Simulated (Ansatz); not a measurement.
BN in Ansatz: the effect of functional

The system is BN.

```
CELL_PARAMETERS angstrom
1.23421 0.71257 3.32735
-1.23421 0.71257 3.32735
0.00000 -1.42515 3.32735
ATOMIC_POSITIONS crystal
N 0.66724 0.66724 0.66724
B 0.00033 0.00033 0.00033
```

The cell is a database's computed one.

The cell isn't the ideal one: volume scaled by 0.96.

Alike in all runs:

* Program: Ansatz 0.2.0
* Task: single point
* Potentials or basis: Ansatz PAW
* k mesh: 12 × 12 × 12
* Occupations: fermi-dirac, width 0.05 eV
* Spin: no spin polarisation

```csv
functional,cutoff,gap on the mesh (eV),pressure (GPa)
LDA,420 eV (not typed: the program's choice for these potentials),4.15,6.0
PBEsol,420 eV (not typed: the program's choice for these potentials),?,?
r2SCAN,500 eV (not typed: the program's choice for these potentials),4.86,10.4
```

Question: What does the run with functional PBEsol give?

Answer: gap on the mesh 4.23 eV; pressure 11.3 GPa.

Caveats: the PAW data sets come from PBE, with cores solved anew for the run's functional, which leaves a small shift of forces and pressure.

A k mesh can miss the band edges.
